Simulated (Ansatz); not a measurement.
# Ga2O3: levels of theory, part 2 of 2

Aim: for Ga2O3, compare levels of theory; the runs are single point and dielectric response.

Ansatz 0.2.0; DFT LDA, scalar-relativistic, plane waves, PAW, and further levels as typed in the inputs.

### 5 Single point: r2SCAN

input.yaml

```yaml
crystal:
  lattice:
    - [6.107, -1.51855, 0.0]
    - [6.107, 1.51855, 0.0]
    - [-1.3859888959, 0.0, 5.630008738]
  atoms:
    - { symbol: Ga, position: [0.0905, 0.0905, 0.7946] }
    - { symbol: Ga, position: [0.9095, 0.9095, 0.2054] }
    - { symbol: Ga, position: [0.65866, 0.65866, 0.31402] }
    - { symbol: Ga, position: [0.34134, 0.34134, 0.68598] }
    - { symbol: O, position: [0.1645, 0.1645, 0.1098] }
    - { symbol: O, position: [0.8355, 0.8355, 0.8902] }
    - { symbol: O, position: [0.1733, 0.1733, 0.5632] }
    - { symbol: O, position: [0.8267, 0.8267, 0.4368] }
    - { symbol: O, position: [0.4959, 0.4959, 0.2566] }
    - { symbol: O, position: [0.5041, 0.5041, 0.7434] }
scf:
  occupations: { method: fixed }
output:
  forces: false
  stress: false
  eigenvalues: true
  eigenstates:
    kpoints:
      - [0, 0, 0]
      - [0.038878, 0.038878, -0.008823]
      - [0.077757, 0.077757, -0.017647]
      - [-0.009667, 0.009667, 0.0]
      - [-0.019335, 0.019335, 0.0]
      - [-0.009294, -0.009294, 0.036912]
      - [-0.018587, -0.018587, 0.073824]
      - [0.0, 0.0, 0.035842]
      - [0.0, 0.0, 0.071683]
      - [0.5, 0.5, 0.5]
      - [0.5, 0.5, 0]
      - [0, 0, 0.5]
      - [0.5, 0, 0]
      - [0.5, 0, 0.5]
    e_range: [-4.5, 9]
  write_density: true
  write_potential: true
  elf: true
  volumetric_format: npy
kpoints:
  mp_grid: { grid: [6, 6, 5] }
hamiltonian:
  xc: r2scan
```

Launch:

```bash
> ansatz run input.yaml --threads 4 --pin off --max-ram 16384MiB --backend cpu --events-out ev --progress --plain --runs-dir out
```

The log of the run:

```text
Warning: RAYON_NUM_THREADS=4 ignored (pool sized by the plan → 4); use --threads N
basis.fft_grid_basis auto: the FFT boxes are laid along the combinations [[1, -1, 0], [0, 1, 0], [0, 0, 1]] of the cell's own vectors, 3.037, 6.293 and 5.798 Å long. The dense box has 24×48×45 points. Along the cell's own vectors, as sized, it would have 48×48×45, 2.00 times as many. Of the 4 symmetry operations that the crystal satisfies within crystal.symmetry.tolerance (time reversal apart; of a slab, those that keep its plane) the dense box along the cell's own vectors carries 4, and the one as laid loses 2 of those. basis.fft_grid_basis: typed keeps the cell's own vectors: state it where this run's energies or levels are differenced outside the engine with another run's, or held beside a run that keeps those vectors. Those combinations have planes normal to reciprocal vector 3, as the cell's own vectors have. Each planar average written beside output.write_density, output.write_potential has a row for each plane of the box: 45. The volumetric files lie along those combinations, not along the cell's own vectors: a cube or XSF file states them, and fields.json those of NumPy files.
Engine: ansatz 0.2.0, x86_64-unknown-linux-gnu
Pseudopotentials: kind: paw
Pseudopotential: Ga, paw, valence charge 13, recommended cutoff 500 eV (meta_gga), Ga.paw.azcp
Pseudopotential: O, paw, valence charge 6, recommended cutoff 500 eV (meta_gga), O.paw.azcp
Functional definition: r2SCAN
  parameter k0 = 0.174
  parameter k1 = 0.065
  parameter a1 = 4.9479
  exchange = r2scan_x(k0 = k0, k1 = k1, a1 = a1)
  correlation = r2scan_c
Crystal: 10 atoms, lattice volume = 104.423 Å³
Basis set: ecut = 500 eV, 2661 PW (Γ), FFT grids on a1−a2, a2, a3, exchange–correlation on 96×192×180 points (64 copies of the dense FFT grid, shifted against one another)
Bands: 54, of which v1, the nominal top of the filled ones, is band 44 counted from 1 (43 counted from 0)
Symmetry: 4 space group operations
Space group: C2/m (ITA 12), of the structure as read, at distance tolerance 4.7e-5 Å
k-points: 55 of 180
Non-local potential: Ga, projectors of the file, l = 0: 2, l = 1: 2, l = 2: 3, l = 3: 1
Non-local potential: O, projectors of the file, l = 0: 2, l = 1: 2, l = 2: 1
PAW form: soft (Blöchl's): semilocal exchange-correlation on the pseudo side does not see the compensation charge
PAW frozen core: Ga, regenerated for the run's functional (the file was generated under x = pbe(κ = 0.804, μ = 0.2195149727645171), c = pbe(β = 0.06672455060314922))
PAW frozen core: O, regenerated for the run's functional (the file was generated under x = pbe(κ = 0.804, μ = 0.2195149727645171), c = pbe(β = 0.06672455060314922))
PAW one-centre angular grid: Ga, 590 points (default); XC on 160 Gauss nodes
PAW one-centre angular grid: O, 302 points (default); XC on 160 Gauss nodes
Initial density: superposition of atomic densities (neutral atoms: chi_scale 0, normalization atom), corrected by the library's trained network
Initial wavefunctions: pseudopotential atomic-orbital guess
Functional: x = r2scan, c = r2scan; τ floored in thin density (d = 2e-4 eV/Å³)
SCF iter   1: F=—  HF=-18577.669731 eV  |F-HF|=—  |Δ(HF+E_count)|=         —  Δρ=1.36e-2  dr2=8.51e-2  dr2_τ=4.04e-1  ethr=1.77e-3  ⟨swp⟩=4.9  Hψ=9482  notcnv=0  defer=437
preconditioner: auto → Resta (q_TF=auto, 2.652 Å⁻¹)  ε∞=4.2  [insulator: Δε(μ)=3.122 eV  Ē_g=19.003 eV  n_scr=34 (ndim 8)  ℏωp=34.1 eV  f_vac=0.015  ε∞_Penn≈4.2]
SCF iter   2: F=—  HF=-18577.838938 eV  |F-HF|=—  |Δ(HF+E_count)|=   1.69e-1  Δρ=6.71e-3  dr2=2.58e-2  dr2_τ=9.94e-4  ethr=9.67e-5  ⟨swp⟩=3.0  Hψ=6089  notcnv=0  defer=440
SCF iter   3: F=—  HF=-18577.838553 eV  |F-HF|=—  |Δ(HF+E_count)|=   3.84e-4  Δρ=3.49e-3  dr2=4.30e-3  dr2_τ=5.04e-4  ethr=2.93e-5  ⟨swp⟩=3.0  Hψ=5136  notcnv=0  defer=440
SCF iter   4: F=—  HF=-18577.838139 eV  |F-HF|=—  |Δ(HF+E_count)|=   4.15e-4  Δρ=5.07e-4  dr2=1.80e-4  dr2_τ=5.69e-5  ethr=4.88e-6  ⟨swp⟩=2.0  Hψ=4957  notcnv=0  defer=440
SCF iter   5: F=—  HF=-18577.838200 eV  |F-HF|=—  |Δ(HF+E_count)|=   6.16e-5  Δρ=1.54e-4  dr2=1.29e-5  dr2_τ=1.82e-6  ethr=2.05e-7  ⟨swp⟩=2.2  Hψ=4340  notcnv=0  defer=261
SCF iter   6: F=—  HF=-18577.838218 eV  |F-HF|=—  |Δ(HF+E_count)|=   1.75e-5  Δρ=5.35e-5  dr2=2.28e-6  dr2_τ=3.17e-7  ethr=1.47e-8  ⟨swp⟩=2.0  Hψ=5179  notcnv=0  defer=218
SCF iter   7: F=—  HF=-18577.838217 eV  |F-HF|=—  |Δ(HF+E_count)|=   6.73e-7  Δρ=1.30e-5  dr2=1.57e-7  dr2_τ=1.09e-8  ethr=2.59e-9  ⟨swp⟩=2.0  Hψ=5133  notcnv=0  defer=219
SCF iter   8: F=-18577.838217 eV  HF=-18577.838217 eV  |F-HF|=1.59e-8  |Δ(HF+E_count)|=   1.16e-7  Δρ=4.95e-6  dr2=2.54e-8  dr2_τ=1.61e-9  ethr=1.14e-10  ⟨swp⟩=10.0  Hψ=11551  notcnv=0
SCF 1 converged in 8 iterations: F = -18577.838217 eV  dr2 = 2.54e-8
NSCF: frozen V_eff on 14 k-points
SCF converged after 8 iterations
Free energy (F): -18577.838217 eV
Harris-Foulkes:  -18577.838217 eV  (|F-HF|=1.59e-8)
Internal energy: -18577.838217 eV  (E = F + TS)
E sigma→0 (E₀):  -18577.838217 eV
Fermi energy:    7.744767 eV
--- Per-component energies (eV) ---
  E_band       = -151.288886
  E_kinetic    = 1525.662315
  E_local      = -9105.874825  (includes V_loc(G=0)·N_el)
  E_nonlocal   = 2029.775533
  E_hartree    = 4101.653039
  E_xc         = -684.276534
  E_vxc        = -863.633004  (∫ρ·V_xc dr)
  E_paw        = -9017.206257  (= ΣΔE_a)
  E_vpaw       = -1992.256135  (= ΣTr[D̂ρ^β])
  E_aug_tail   = 0.006025  (compensation charges beyond the density's cutoff)
  E_vtau       = 51.719110  (kinetic-family band-sum trace: ∫τ·v_τ [+ j·A + Jᵃ·Aᵃ] dr)
  E_ewald      = -7424.773589
  E_core_change = -2.803925  (= ΣΔE_core)
  E_smearing   = -0.000000  (= −TS)
  E_closure    = 0.000000  (closes the sum)
  Σ components = -18577.838217   (vs F -18577.838217, Δ=0.00e0)
--- Band table (eV; the first three rows and the last of 55) ---
  k-point 0: bands = ["-12.0807", "-10.9521", "-10.9232", "-10.7755", "-10.3293", "-10.3129", "-5.4457", "-5.4012", "-5.3958", "-5.3315", "-5.2388", "-5.2217", "-5.2178", "-5.1937", "-5.1415", "-5.0108", "-4.9833", "-4.9807", "-4.9729", "-4.9685", "-4.9418", "-4.9403", "-4.8852", "-4.7981", "-4.6640", "-4.6227", "0.7884", "1.8727", "3.0287", "3.5709", "4.2131", "5.0990", "5.1892", "5.5782", "5.8066", "5.8901", "6.1455", "6.1828", "6.8352", "7.1035", "7.1188", "7.2926", "7.4918", "7.7448", "10.8601", "14.2332", "15.2380", "15.3812", "16.3789", "17.3633", "18.0618", "18.0973", "19.8897", "21.1643"]
  k-point 1: bands = ["-12.0112", "-11.0832", "-10.9285", "-10.7179", "-10.3846", "-10.2709", "-5.4336", "-5.4031", "-5.3970", "-5.3294", "-5.2873", "-5.2285", "-5.2136", "-5.2045", "-5.1384", "-5.0117", "-5.0017", "-4.9967", "-4.9932", "-4.9548", "-4.9384", "-4.9257", "-4.8837", "-4.7733", "-4.7457", "-4.4832", "0.9662", "2.0545", "2.8215", "3.6239", "4.2945", "5.0925", "5.3545", "5.4889", "5.7556", "5.7923", "6.0048", "6.1975", "6.6432", "7.0516", "7.1326", "7.2003", "7.3716", "7.5221", "11.4844", "14.3916", "15.1544", "15.4200", "16.2089", "17.3164", "17.8226", "18.4417", "20.2601", "21.2511"]
  k-point 2: bands = ["-11.8504", "-11.3117", "-10.9402", "-10.6437", "-10.4200", "-10.2666", "-5.4051", "-5.4050", "-5.3997", "-5.3610", "-5.3160", "-5.2738", "-5.2101", "-5.1789", "-5.1437", "-5.0193", "-5.0181", "-5.0171", "-4.9977", "-4.9732", "-4.9362", "-4.8903", "-4.8818", "-4.7988", "-4.7359", "-4.3637", "1.4592", "2.1171", "2.6445", "3.5430", "4.5748", "5.1013", "5.1865", "5.5386", "5.6940", "5.7693", "5.8993", "6.2408", "6.3257", "6.4467", "7.1443", "7.1511", "7.2865", "7.4718", "12.6866", "13.8769", "15.2410", "15.7128", "16.2753", "16.5575", "18.3983", "18.5885", "20.5200", "20.5996"]
  k-point 54: bands = ["-11.6825", "-11.3237", "-11.0969", "-10.7099", "-10.4617", "-10.2011", "-5.4338", "-5.4116", "-5.4073", "-5.3840", "-5.3346", "-5.3083", "-5.2049", "-5.1910", "-5.1739", "-5.1307", "-5.0182", "-5.0173", "-5.0106", "-5.0001", "-4.9332", "-4.9180", "-4.8794", "-4.8448", "-4.4218", "-4.1734", "1.8329", "2.1956", "2.8467", "3.2897", "4.1506", "4.5791", "4.9549", "4.9739", "5.4625", "5.6172", "5.9620", "6.5363", "6.8861", "7.0806", "7.1249", "7.1811", "7.1892", "7.7423", "13.4782", "13.9936", "14.6601", "15.1433", "15.4686", "16.4002", "18.3117", "18.8403", "20.3323", "21.0587"]
```

Wall time 6 s (4 threads of Intel Xeon 6975P-C (Granite Rapids), shared host); peak memory 0.86 GiB.

The maps below are laid out on this run's own conventional cell (a, b, c = 12.214, 3.037, 5.798 Å).

Density in a lattice plane of the grid's cell (edges 12.21 and 5.80 Å, at 0.000 of the third edge), which holds Ga and O.

Values in e/Å³, 6 rows by 12 columns:
```
 0.13 23.87  0.39  0.07  0.40  0.24  2.73  0.39  0.05  0.30  5.19  0.21
 0.14  0.86  1.82  0.56 40.03  0.57  4.20  0.19  0.04  0.07  0.19  0.07
 0.03  0.23  4.91  0.29  0.22  0.07  0.09  0.07  0.22  0.29  4.91  0.23
 0.14  0.07  0.19  0.07  0.04  0.19  4.20  0.57 40.03  0.56  1.82  0.86
 0.13  0.21  5.19  0.30  0.05  0.39  2.73  0.24  0.40  0.07  0.39 23.87
 0.04  0.38  1.66  0.08  0.04  0.06  0.07  0.06  0.04  0.08  1.66  0.38
```
Columns run along the first of these edges and rows up along the second, over one cell in 12 and 6 even steps from the bottom left corner. Atoms in the plane (fractional): Ga at (0.09, 0.79), Ga at (0.91, 0.21), Ga at (0.66, 0.31), Ga at (0.34, 0.69), O at (0.16, 0.11), O at (0.84, 0.89), O at (0.17, 0.56), O at (0.83, 0.44), O at (0.50, 0.26), O at (0.50, 0.74).

ELF in the same plane.

Values, 6 rows by 12 columns:
```
0.09 0.02 0.15 0.04 0.15 0.13 0.85 0.52 0.02 0.65 0.64 0.39
0.09 0.17 0.82 0.42 0.06 0.26 0.81 0.30 0.02 0.03 0.06 0.03
0.02 0.44 0.70 0.31 0.10 0.04 0.01 0.04 0.10 0.31 0.70 0.44
0.09 0.03 0.06 0.03 0.02 0.30 0.81 0.26 0.06 0.42 0.82 0.17
0.09 0.39 0.64 0.65 0.02 0.52 0.85 0.13 0.15 0.04 0.15 0.02
0.02 0.45 0.82 0.16 0.02 0.03 0.03 0.03 0.02 0.16 0.82 0.45
```
Columns run along the first of these edges and rows up along the second, over one cell in 12 and 6 even steps from the bottom left corner. Atoms in the plane (fractional): Ga at (0.09, 0.79), Ga at (0.91, 0.21), Ga at (0.66, 0.31), Ga at (0.34, 0.69), O at (0.16, 0.11), O at (0.84, 0.89), O at (0.17, 0.56), O at (0.83, 0.44), O at (0.50, 0.26), O at (0.50, 0.74).

Both are smooth fields of the valence electrons: close to the nuclei they are not physical.

Outside the cores ELF peaks at 0.87 beside O, off the lines to its neighbours, 0.6 Å from O; 0.85 in the shell around O, 0.6 Å from O; 0.85 on the O–Ga line, 0.7 Å from O.

### 6 Dielectric response: LDA, mesh 6×6×6

input.yaml

```yaml
crystal:
  lattice:
    - [6.107, -1.51855, 0.0]
    - [6.107, 1.51855, 0.0]
    - [-1.3859888959, 0.0, 5.630008738]
  atoms:
    - { symbol: Ga, position: [0.0905, 0.0905, 0.7946] }
    - { symbol: Ga, position: [0.9095, 0.9095, 0.2054] }
    - { symbol: Ga, position: [0.65866, 0.65866, 0.31402] }
    - { symbol: Ga, position: [0.34134, 0.34134, 0.68598] }
    - { symbol: O, position: [0.1645, 0.1645, 0.1098] }
    - { symbol: O, position: [0.8355, 0.8355, 0.8902] }
    - { symbol: O, position: [0.1733, 0.1733, 0.5632] }
    - { symbol: O, position: [0.8267, 0.8267, 0.4368] }
    - { symbol: O, position: [0.4959, 0.4959, 0.2566] }
    - { symbol: O, position: [0.5041, 0.5041, 0.7434] }
scf:
  occupations: { method: fixed }
output:
  forces: false
  stress: false
  eigenvalues: true
kpoints:
  mp_grid: { grid: [6, 6, 6] }
hamiltonian:
  xc: lda
dielectric: {}
```

Launch:

```bash
> ansatz run input.yaml --threads 4 --pin off --max-ram 16384MiB --backend cpu --events-out ev --progress --plain --runs-dir out
```

The log of the run (excerpt; [...] marks lines left out):

```text
Warning: RAYON_NUM_THREADS=4 ignored (pool sized by the plan → 4); use --threads N
[...]
[... 4 set-up lines as earlier in the session ...]
[...]
Crystal: 10 atoms, lattice volume = 104.423 Å³
Basis set: ecut = 420 eV, 2037 PW (Γ), exchange–correlation on 90×90×80 points (8 copies of the dense FFT grid, shifted against one another)
Bands: 54, of which v1, the nominal top of the filled ones, is band 44 counted from 1 (43 counted from 0)
[... 1 set-up line as earlier in the session ...]
k-points: 112 of 216 (irreducible under 1 space group operation, time reversal used)
[...]
SCF iter   1: F=—  HF=-18163.969265 eV  |F-HF|=—  |Δ(HF+E_count)|=         —  Δρ=1.91e-2  dr2=3.17e-1  ethr=1.77e-3  ⟨swp⟩=4.8  Hψ=19146  notcnv=0  defer=892
[...]
        -0.00000    3.44253   -0.00000
         0.18412   -0.00000    3.12181
    site 4:
        -1.44978    0.00000   -0.05855
        -0.00000   -2.09879    0.00000
        -0.03096    0.00000   -2.50100
    site 5:
        -1.44978    0.00000   -0.05855
        -0.00000   -2.09879    0.00000
        -0.03096    0.00000   -2.50100
    site 6:
        -2.23871   -0.00000    0.21269
        -0.00000   -1.96043    0.00000
         0.23888    0.00000   -2.29596
    site 7:
        -2.23871   -0.00000    0.21269
        -0.00000   -1.96043    0.00000
         0.23888    0.00000   -2.29596
    site 8:
        -2.28086    0.00000   -0.20849
         0.00000   -2.26075    0.00000
        -0.22842    0.00000   -1.38324
    site 9:
        -2.28086    0.00000   -0.20849
         0.00000   -2.26075    0.00000
        -0.22842    0.00000   -1.38324
  Z* charge neutrality: 1.786e-2 e pre-enforcement
  solved inside a basis spanned on kpoints, on 8×8×6 k-points, its susceptibility summed on 10×10×6: ε∞ is read to err by 2.1e-2, Z* by 2.6e-2 e (field_mesh: kpoints solves on kpoints); Z* is corrected for what the basis lacks
```

Wall time 87 s (4 threads of Intel Xeon 6975P-C (Granite Rapids), shared host); peak memory 2.9 GiB.

### 7 Dielectric response: PBE

Edit input.yaml of step 6 so:

```diff
@@ -25,3 +25,3 @@
 hamiltonian:
-  xc: lda
+  xc: pbe
 dielectric: {}
```

Launch:

```bash
> ansatz run input.yaml --threads 4 --pin off --max-ram 16384MiB --backend cpu --events-out ev --progress --plain --runs-dir out
```

The log of the run (excerpt; [...] marks lines left out):

```text
Warning: RAYON_NUM_THREADS=4 ignored (pool sized by the plan → 4); use --threads N
[...]
[... 3 set-up lines as earlier in the session ...]
Functional definition: PBE
[...]
Crystal: 10 atoms, lattice volume = 104.423 Å³
Basis set: ecut = 420 eV, 2037 PW (Γ), exchange–correlation on 90×90×80 points (8 copies of the dense FFT grid, shifted against one another)
Bands: 54, of which v1, the nominal top of the filled ones, is band 44 counted from 1 (43 counted from 0)
[... 1 set-up line as earlier in the session ...]
k-points: 112 of 216 (irreducible under 1 space group operation, time reversal used)
[...]
SCF iter   1: F=—  HF=-18539.970575 eV  |F-HF|=—  |Δ(HF+E_count)|=         —  Δρ=1.11e-3  dr2=4.19e-4  ethr=1.77e-3  ⟨swp⟩=4.9  Hψ=19064  notcnv=0  defer=895
[...]
        -0.00000    3.44924   -0.00000
         0.18544   -0.00000    3.12887
    site 4:
        -1.45384    0.00000   -0.05815
        -0.00000   -2.10771    0.00000
        -0.03072    0.00000   -2.50667
    site 5:
        -1.45384    0.00000   -0.05815
        -0.00000   -2.10771    0.00000
        -0.03072    0.00000   -2.50667
    site 6:
        -2.24685   -0.00000    0.21173
        -0.00000   -1.96428    0.00000
         0.23828    0.00000   -2.30222
    site 7:
        -2.24685   -0.00000    0.21173
        -0.00000   -1.96428    0.00000
         0.23828    0.00000   -2.30222
    site 8:
        -2.28341    0.00000   -0.20754
         0.00000   -2.26729    0.00000
        -0.22784    0.00000   -1.38971
    site 9:
        -2.28341    0.00000   -0.20754
         0.00000   -2.26729    0.00000
        -0.22784    0.00000   -1.38971
  Z* charge neutrality: 1.493e-2 e pre-enforcement
  solved inside a basis spanned on kpoints, on 8×8×6 k-points, its susceptibility summed on 10×10×6: ε∞ is read to err by 2.1e-2, Z* by 2.4e-2 e (field_mesh: kpoints solves on kpoints); Z* is corrected for what the basis lacks
```

Run time: 92 s. Hardware: 4 threads of Intel Xeon 6975P-C (Granite Rapids), shared host; peak memory 2.9 GiB.

### 8 Dielectric response: r2SCAN

Edit input.yaml of step 7 so:

```diff
@@ -25,3 +25,3 @@
 hamiltonian:
-  xc: pbe
+  xc: r2scan
 dielectric: {}
```

Launch:

```bash
> ansatz run input.yaml --threads 4 --pin off --max-ram 16384MiB --backend cpu --events-out ev --progress --plain --runs-dir out
```

The log of the run (excerpt; [...] marks lines left out):

```text
Warning: RAYON_NUM_THREADS=4 ignored (pool sized by the plan → 4); use --threads N
[...]
[... 4 set-up lines as earlier in the session ...]
[...]
Crystal: 10 atoms, lattice volume = 104.423 Å³
Basis set: ecut = 500 eV, 2661 PW (Γ), exchange–correlation on 192×192×180 points (64 copies of the dense FFT grid, shifted against one another)
Bands: 54, of which v1, the nominal top of the filled ones, is band 44 counted from 1 (43 counted from 0)
[... 1 set-up line as earlier in the session ...]
k-points: 112 of 216 (irreducible under 1 space group operation, time reversal used)
[...]
        -0.00000    3.44265   -0.00000
         0.17565   -0.00000    3.13346
    site 4:
        -1.47423    0.00000   -0.05624
         0.00000   -2.10756    0.00000
        -0.02777    0.00000   -2.48095
    site 5:
        -1.47423    0.00000   -0.05624
         0.00000   -2.10756    0.00000
        -0.02777    0.00000   -2.48095
    site 6:
        -2.23971   -0.00000    0.20125
        -0.00000   -1.97244    0.00000
         0.22456    0.00000   -2.29226
    site 7:
        -2.23971   -0.00000    0.20125
        -0.00000   -1.97244    0.00000
         0.22456    0.00000   -2.29226
    site 8:
        -2.26460    0.00000   -0.19687
         0.00000   -2.25457    0.00000
        -0.21466    0.00000   -1.41507
    site 9:
        -2.26460    0.00000   -0.19687
         0.00000   -2.25457    0.00000
        -0.21466    0.00000   -1.41507
  Z* charge neutrality: 1.142e-2 e pre-enforcement
  solved inside a basis spanned on kpoints, on 8×8×6 k-points, its susceptibility summed on 10×10×6: ε∞ is read to err by 1.7e-2, Z* by 2.0e-2 e (field_mesh: kpoints solves on kpoints); Z* is corrected for what the basis lacks
```

It took 4.6 min on 4 threads of Intel Xeon 6975P-C (Granite Rapids), shared host; peak memory 4.7 GiB.

### 9 Summary of results

What follows sums up all 2 parts.

| step | level | volume (Å³/atom) | pressure (GPa) | energy (eV) | gap on the mesh (eV) | time |
| --- | --- | --- | --- | --- | --- | --- |
| 2 | LDA | 10.44 | n/a | -18163.875 | 2.35 | 2.8 s |
| 3 | PBE | 10.44 | n/a | -18539.972 | 2.46 | 2.7 s |
| 4 | PBEsol | 10.44 | n/a | -18341.816 | 2.35 | 2.7 s |
| 5 | r2SCAN | 10.44 | n/a | -18577.838 | 3.12 | 6 s |

Totals of different systems or levels have different zeros; only balanced differences at one level mean anything.

```
                     quantity             value
ε∞, principal values (step 6)  4.05, 4.17, 4.17
ε∞, principal values (step 7)  3.99, 4.10, 4.11
ε∞, principal values (step 8)  3.68, 3.79, 3.81
```

What this shows: The gap on the mesh runs from 2.35 eV with LDA to 3.12 eV with r2SCAN.

The gaps are Kohn-Sham values of a semilocal functional, not quasiparticle or optical gaps. Such gaps usually fall short of the measured ones.
